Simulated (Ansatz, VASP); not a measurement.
BN in VASP and in Ansatz

```
B N
1.0
     0.00000    0.00000    8.36122
     7.53641   -4.35115    0.00000
     0.00000    8.70230    0.00000
B N
24 24
Direct
  0.00000 0.16667 0.33333
  0.00000 0.66667 0.33333
  0.00000 0.50000 0.50000
  0.00000 0.33333 0.66667
  0.00000 0.16667 0.83333
  0.00000 0.00000 0.50000
  0.00000 0.83333 0.66667
  0.00000 0.66667 0.83333
  0.00000 0.50000 0.00000
  0.00000 0.33333 0.16667
  0.00000 0.00000 0.00000
  0.00000 0.83333 0.16667
  0.50000 0.00000 0.16667
  0.50000 0.50000 0.16667
  0.50000 0.33333 0.33333
  0.50000 0.16667 0.50000
  0.50000 0.00000 0.66667
  0.50000 0.83333 0.33333
  0.50000 0.66667 0.50000
  0.50000 0.50000 0.66667
  0.50000 0.33333 0.83333
  0.50000 0.16667 0.00000
  0.50000 0.83333 0.83333
  0.50000 0.66667 0.00000
  0.00000 0.00000 0.16667
  0.00000 0.50000 0.16667
  0.00000 0.33333 0.33333
  0.00000 0.16667 0.50000
  0.00000 0.00000 0.66667
  0.00000 0.83333 0.33333
  0.00000 0.66667 0.50000
  0.00000 0.50000 0.66667
  0.00000 0.33333 0.83333
  0.00000 0.16667 0.00000
  0.00000 0.83333 0.83333
  0.00000 0.66667 0.00000
  0.50000 0.16667 0.16667
  0.50000 0.66667 0.16667
  0.50000 0.50000 0.33333
  0.50000 0.33333 0.50000
  0.50000 0.16667 0.66667
  0.50000 0.00000 0.33333
  0.50000 0.83333 0.50000
  0.50000 0.66667 0.66667
  0.50000 0.50000 0.83333
  0.50000 0.33333 0.00000
  0.50000 0.00000 0.83333
  0.50000 0.83333 0.00000
```

Alike in both runs: task single point; functional PBE; k mesh 2 × 2 × 2; occupations gaussian, width 0.01 eV; no spin polarisation.

|  | VASP | Ansatz |
| --- | --- | --- |
| version | VASP 6.6.1 | Ansatz 0.2.0 |
| potentials or method | VASP PAW PBE potentials, release 64 (B, N) | scalar-relativistic, plane waves, PAW |
| plane-wave cutoff (eV) | 520 | 420 |
| valence electrons in the cell | 192 | 192 |

VASP gave:

```
gap on the k mesh at the Fermi level (eV)       : 4.38
least direct gap on the mesh (eV)               : 4.38
pressure (GPa)                                  : 0.1
largest component of the traceless stress (GPa) : 0.16
```

Task: Estimate Ansatz's values.

Result: gap on the k mesh at the Fermi level (eV): 4.38; least direct gap on the mesh (eV): 4.38; pressure (GPa): 0.0; largest component of the traceless stress (GPa): 0.01.

Caveats: this functional lacks dispersion, which binds the layers, so the pressure and a relaxed spacing across them are unreliable. A k mesh can miss the band edges.
